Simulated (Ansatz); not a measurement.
Crystal: TePt.

```xyz
4
Lattice="1.9816 1.1441 6.6610 -1.9816 1.1441 6.6610 0.0000 -2.2881 6.6610" Properties=species:S:1:pos:R:3 pbc="T T T"
Pt    0.0000    0.0000    2.5911
Pt    0.0000    0.0000   17.3920
Te    0.0000    0.0000    8.0332
Te    0.0000    0.0000   11.9499
```

Base run:

| Quantity | Value |
| --- | --- |
| Program | Ansatz 0.2.0 |
| Functional | PBEsol |
| Potentials or basis | Ansatz PAW |
| Cutoff | 420 eV |
| Density cutoff | 1680 eV |
| k mesh | 8 × 8 × 8 |
| Occupations | fermi-dirac, width 0.05 eV |
| Spin | no spin polarisation |
| Hubbard terms | Pt d U = 8 eV |

Its results: band gap on the k mesh none (metal or under the smearing width); pressure 0.3 GPa; largest force 0.220 eV/Å.

**Question.** The run is repeated on the same cell with these changes: hubbard terms from Pt d U = 8 eV to none; hubbard projectors from ortho-atomic (the default) to none. What comes out?

**Answer.** Band gap on the k mesh none (metal or under the smearing width); pressure -0.3 GPa; largest force 0.191 eV/Å.

Caveats: the PAW data sets come from PBE, with cores solved anew for the run's functional, which leaves a small shift of forces and pressure; U without spin polarisation on a metal has little footing (some runs); the U is typed as a test and isn't derived for this compound (some runs).

Not every run made on this cell is shown here.
